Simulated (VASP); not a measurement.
# Bi (Im-3m) in VASP: notebook

The runs below take Bi through relaxation of the atoms, with r2SCAN.

Program: VASP 6.6.1. These are calculated values, not measurements. Logs are shortened: lines on timing, memory, paths and dates and some standing lists are left out, and cuts for length are marked.

### 1 Starting point

The structure is cubic, space group Im-3m (No. 229). Conventional cell: a = 3.962 Å, b = 3.962 Å, c = 3.962 Å, α = 90.00°, β = 90.00°, γ = 90.00°. Bi (site symmetry m-3m) is surrounded by 8 Bi at 3.43 Å.

This isn't the form of Bi at room conditions, which is rhombohedral.

### 2 Relaxation of the atoms, r2SCAN

File INCAR:

```
ALGO = Normal
EDIFF = 1E-7
EDIFFG = -0.01
ENCUT = 600
IBRION = 2
ISIF = 2
ISMEAR = 1
LASPH = T
LCHARG = F
LMIXTAU = T
LREAL = F
LWAVE = F
METAGGA = R2SCAN
NELM = 80
NSW = 40
PREC = Accurate
SIGMA = 0.1
```

File KPOINTS:

```
k-points
0
Gamma
  14 14 14
```

File POSCAR:

```
Bi                                      
1.0
   -1.9807539556      1.9807539556      1.9807539556
    1.9807539556     -1.9807539556      1.9807539556
    1.9807539556      1.9807539556     -1.9807539556
  Bi            
     1
Direct
     0.0000000000000000    0.0000000000000000    0.0000000000000000
```

Potentials or basis: VASP PAW PBE potentials, release 64 (Bi_d).

Launch:

```
cat potpaw_PBE.64/Bi_d/POTCAR > POTCAR
mpirun -np 1 vasp_std > vasp.out
```

OUTCAR:

```text
EDIFF = 1E-7
   EDIFFG = -0.01
   ENCUT = 600
   IBRION = 2
   ISIF = 2
   ISMEAR = 1
   LASPH = T
   LREAL = F
   METAGGA = R2SCAN
   NELM = 80
   NSW = 40
   PREC = Accurate

 ion  position               nearest neighbor table
   1  0.000  0.000  0.000-

  LATTYP: Found a body centered cubic cell.
 ALAT       =     3.9615079112

  Lattice vectors:

 A1 = (  -1.9807539556,   1.9807539556,   1.9807539556)
 A2 = (   1.9807539556,  -1.9807539556,   1.9807539556)
 A3 = (   1.9807539556,   1.9807539556,  -1.9807539556)

Analysis of symmetry for initial positions (statically):
=====================================================================
 Subroutine PRICEL returns:
 Original cell was already a primitive cell.

 Routine SETGRP: Setting up the symmetry group for a
 body centered cubic supercell.

 Subroutine GETGRP returns: Found 48 space group operations
 (whereof 48 operations were pure point group operations)
 out of a pool of 48 trial point group operations.

The static configuration has the point symmetry O_h .

Analysis of symmetry for dynamics (positions and initial velocities):
=====================================================================
 Subroutine PRICEL returns:
 Original cell was already a primitive cell.

 Routine SETGRP: Setting up the symmetry group for a
 body centered cubic supercell.

 Subroutine GETGRP returns: Found 48 space group operations
 (whereof 48 operations were pure point group operations)
 out of a pool of 48 trial point group operations.

The dynamic configuration has the point symmetry O_h .

 Subroutine INISYM returns: Found 48 space group operations
 (whereof 48 operations are pure point group operations),
 and found     1 'primitive' translations

----------------------------------------------------------------------------------------

                                     Primitive cell

  volume of cell :      31.0851

  direct lattice vectors                    reciprocal lattice vectors
    -1.980753956  1.980753956  1.980753956     0.000000000  0.252429131  0.252429131
     1.980753956 -1.980753956  1.980753956     0.252429131  0.000000000  0.252429131
     1.980753956  1.980753956 -1.980753956     0.252429131  0.252429131  0.000000000

  length of vectors
     3.430766488  3.430766488  3.430766488     0.356988701  0.356988701  0.356988701

  position of ions in fractional coordinates (direct lattice)
     0.000000000  0.000000000  0.000000000

  ion indices of the primitive-cell ions
   primitive index   ion index
                 1           1

----------------------------------------------------------------------------------------

 KPOINTS: k-points

[... 81 lines left out ...]
   EFERMI =   0.00;   METHOD = LEGACY
   ISMEAR =     1;   SIGMA  =   0.10  broadening in eV -4-tet -1-fermi 0-gaus
   EFERMI_NEDOS =   21; number of points for ismear=-14 and -15
   IALGO  =     38    algorithm
   IMIX   =      4    mixing-type and parameters
     AMIX     =   0.40;   BMIX     =  1.00
     AMIX_MAG =   1.60;   BMIX_MAG =  1.00
  volume/ion in A,a.u.               =      31.09       209.77
  Fermi-wavevector in a.u.,A,eV,Ry     =   1.284068  2.426537 22.433706  1.648831
  Thomas-Fermi vector in A             =   2.416284
   LORBIT       =      0    0 simple, 1 ext, 2 COOP (PROOUT), +10 PAW based schemes
   METAGGA = R2SCAN    functional components
   LHFCALC =     F    Hartree Fock is set to
   AEXX    =    0.0000 exact exchange contribution
   IVDW    =     0    specifies the selected vdW correction
   LEPSILON=     F    determine dielectric tensor
   LRPA    =     F    only Hartree local field effects (RPA)
 conjugate gradient relaxation of ions
 non-spin polarized calculation
 Methfessel and Paxton  Order N= 1 SIGMA  =   0.10
  energy-cutoff  :      600.00
  volume of cell :       31.09
 maximum number of plane-waves:      1055
   NGX = 13   NGY = 13   NGZ = 13

 number of electron      14.9999994 magnetization

 Free energy of the ion-electron system (eV)
  ---------------------------------------------------
  ext. energy  EPLUGINS =         0.00000000
  ---------------------------------------------------
  free energy    TOTEN  =       -58.26236407 eV

  energy without entropy =      -58.26188401  energy(sigma->0) =      -58.26220405

 E-fermi :   7.7633     XC(G=0): -11.0723

 val. band max:        7.7546158264   @ k =   0.2143   0.2143   0.0000
 cond. band min:       7.7780834460   @ k =  -0.4286   0.4286   0.2857
 fundamental gap:      0.0234676196
 Fermi energy:         7.7633401143

 k-point     1 :       0.0000    0.0000    0.0000
  band No.  band energies     occupation
      1     -15.9049      2.00000
      2     -15.9049      2.00000
      3     -15.9049      2.00000
      4     -15.7613      2.00000
      5     -15.7613      2.00000
      6      -6.2871      2.00000
      7      13.1973      0.00000
      8      13.1973      0.00000
      9      13.1973      0.00000
     10      17.9784      0.00000
     11      19.1285      0.00000
[... 309 lines left out ...]
 k-point    24 :       0.3571    0.2857    0.0000
  band No.  band energies     occupation
      1     -15.9128      2.00000
      2     -15.8198      2.00000
      3     -15.7990      2.00000
      4     -15.7554      2.00000
      5     -15.7284      2.00000
      6      -2.5398      2.00000
      7       3.9288      2.00000
      8       5.0456      2.00000
      9      10.3508      0.00000
     10      16.9427      0.00000
     11      19.0480      0.00000

 [... further k-points ...]

------------------------ aborting loop because EDIFF is reached ----------------------------------------

  FORCE on cell =-STRESS in cart. coord.  units (eV):
  Direction    XX          YY          ZZ          XY          YZ          ZX
  --------------------------------------------------------------------------------------
  -------------------------------------------------------------------------------------
  Total       -0.0017598     -0.0017598     -0.0017598      0.0000000      0.0000000      0.0000000
  in kB       -0.0907045     -0.0907045     -0.0907045      0.0000000      0.0000000      0.0000000
  external PRESSURE =      -0.0907045 kB  Pullay stress =       0.0000000 kB

 VOLUME and BASIS-vectors are now :
 -----------------------------------------------------------------------------
  energy-cutoff  :      600.00
  volume of cell :       31.09
      direct lattice vectors                 reciprocal lattice vectors
    -1.980753956  1.980753956  1.980753956     0.000000000  0.252429131  0.252429131
     1.980753956 -1.980753956  1.980753956     0.252429131  0.000000000  0.252429131
     1.980753956  1.980753956 -1.980753956     0.252429131  0.252429131  0.000000000

 POSITION                                       TOTAL-FORCE (eV/Angst)
 -----------------------------------------------------------------------------------
      0.00000      0.00000      0.00000         0.000000     -0.000000      0.000000
 -----------------------------------------------------------------------------------
    total drift:                               -0.000000     -0.000000     -0.000000

  FREE ENERGIE OF THE ION-ELECTRON SYSTEM (eV)
  ---------------------------------------------------
  free  energy   TOTEN  =       -58.2623640699 eV

  energy  without entropy=      -58.2618840051  energy(sigma->0) =      -58.26220405

 reached required accuracy - stopping structural energy minimisation
```

Run time: 78 s. Hardware: 1 thread of Intel Xeon 6975P-C (Granite Rapids), shared host; peak memory 0.19 GiB.

What came out:

```
Free energy             : -58.2624 eV
Pressure after relaxing : 0.0 GPa
Band gap on the k mesh  : none (metal or under the smearing width)
```

Final structure:
```
CELL_PARAMETERS angstrom
-1.98075 1.98075 1.98075
1.98075 -1.98075 1.98075
1.98075 1.98075 -1.98075
ATOMIC_POSITIONS crystal
Bi 0.00000 0.00000 0.00000
```

Levels at points of the mesh, in eV from the Fermi level:
| k point | band 3 | band 4 | band 5 | band 6 | band 7 | band 8 | band 9 | band 10 | band 11 |
| --- | --- | --- | --- | --- | --- | --- | --- | --- | --- |
| (0.00, 0.00, 0.00) | -23.67 | -23.52 | -23.52 | -14.05 | 5.43 | 5.43 | 5.43 | 10.22 | 11.37 |
| (0.50, 0.00, 0.00) | -23.53 | -23.53 | -23.43 | -10.79 | -5.23 | 1.65 | 3.80 | 6.65 | 8.08 |
| (0.50, 0.50, 0.50) | -23.45 | -23.45 | -23.45 | -8.48 | -1.90 | -1.90 | -1.90 | 4.08 | 4.08 |

Caveat: the relaxation stopped at its first step, so nothing moved; the PAW data sets were made with another functional, which shifts forces and pressure a little; spin-orbit coupling is left out, which moves the levels of the heavy elements.

### 3 Relaxation of the atoms, r2SCAN (a relaxed cell with its volume scaled by 1.02)

INCAR is that of step 2.

KPOINTS is that of step 2.

File POSCAR:

```
Bi                                      
1.0
   -1.9938719138      1.9938719138      1.9938719138
    1.9938719138     -1.9938719138      1.9938719138
    1.9938719138      1.9938719138     -1.9938719138
  Bi            
     1
Direct
     0.0000000000000000    0.0000000000000000    0.0000000000000000
```

Potentials or basis: VASP PAW PBE potentials, release 64 (Bi_d).

Launch:

```
cat potpaw_PBE.64/Bi_d/POTCAR > POTCAR
mpirun -np 1 vasp_std > vasp.out
```

Wall time 84 s (1 thread of Intel Xeon 6975P-C (Granite Rapids), shared host); peak memory 0.19 GiB.

Results (log left out):

| Quantity | Value |
| --- | --- |
| Free energy | -58.2605 eV |
| Pressure after relaxing | -1.0 GPa |
| Band gap on the k mesh | none (metal or under the smearing width) |

Final structure:
```xyz
1
Lattice="-1.9939 1.9939 1.9939 1.9939 -1.9939 1.9939 1.9939 1.9939 -1.9939" Properties=species:S:1:pos:R:3 pbc="T T T"
Bi    0.0000    0.0000    0.0000
```

Levels at points of the mesh, in eV from the Fermi level:
```
           k point  band 4  band 5  band 6  band 7  band 8  band 9  band 10  band 11
(0.00, 0.00, 0.00)  -23.51  -23.51  -13.91    5.29    5.29    5.29     9.95    11.36
(0.50, 0.00, 0.00)  -23.52  -23.43  -10.77   -5.11    1.61    3.74     6.58     8.03
(0.50, 0.50, 0.50)  -23.45  -23.45   -8.55   -1.85   -1.85   -1.85     4.11     4.11
```

Caveat: the relaxation stopped at its first step, so nothing moved; the PAW data sets were made with another functional, which shifts forces and pressure a little; spin-orbit coupling is left out, which moves the levels of the heavy elements.

### 4 Relaxation of the atoms, r2SCAN (a relaxed cell with its volume scaled by 1.04)

INCAR is that of step 3.

KPOINTS is that of step 3.

File POSCAR:

```
Bi                                      
1.0
   -2.0068194968      2.0068194968      2.0068194968
    2.0068194968     -2.0068194968      2.0068194968
    2.0068194968      2.0068194968     -2.0068194968
  Bi            
     1
Direct
     0.0000000000000000    0.0000000000000000    0.0000000000000000
```

Launch:

```
cat potpaw_PBE.64/Bi_d/POTCAR > POTCAR
mpirun -np 1 vasp_std > vasp.out
```

Wall time 75 s (1 thread of Intel Xeon 6975P-C (Granite Rapids), shared host); peak memory 0.19 GiB.

Results (log left out):

```yaml
Free_energy: -58.2547 eV
Pressure_after_relaxing: -1.9 GPa
Band_gap_on_the_k_mesh: none (metal or under the smearing width)
```

Final structure:
```
Bi
1.0
    -2.00682    2.00682    2.00682
     2.00682   -2.00682    2.00682
     2.00682    2.00682   -2.00682
Bi
1
Direct
  0.00000 0.00000 0.00000
```

Levels at points of the mesh, in eV from the Fermi level:
```
           k point  band 3  band 4  band 5  band 6  band 7  band 8  band 9  band 10  band 11
(0.00, 0.00, 0.00)  -23.64  -23.51  -23.51  -13.77    5.14    5.14    5.14     9.70    11.36
(0.50, 0.00, 0.00)  -23.52  -23.52  -23.43  -10.74   -4.99    1.57    3.67     6.51     7.98
(0.50, 0.50, 0.50)  -23.45  -23.45  -23.45   -8.61   -1.81   -1.81   -1.81     4.13     4.13
```

Caveat: the relaxation stopped at its first step, so nothing moved; the PAW data sets were made with another functional, which shifts forces and pressure a little; spin-orbit coupling is left out, which moves the levels of the heavy elements.

### 5 Summary

```csv
cell,gap on the mesh (eV),pressure (GPa)
atoms relaxed,none,0.0
atoms relaxed from: a relaxed cell with its volume scaled by 1.02,none,-1.0
atoms relaxed from: a relaxed cell with its volume scaled by 1.04,none,-1.9
```

Alike in all rows: task relaxation of the atoms; level r2SCAN; potentials or basis VASP PAW PBE potentials, release 64 (Bi_d); no spin polarisation; k mesh 14 × 14 × 14; cutoff (eV) 600; smearing methfessel-paxton 0.1 eV.

Caveats: the relaxation stopped at its first step, so nothing moved; the PAW data sets were made with another functional, which shifts forces and pressure a little; spin-orbit coupling is left out, which moves the levels of the heavy elements.

Total energies depend on the potentials used, so only differences within one code and one set of settings carry meaning.
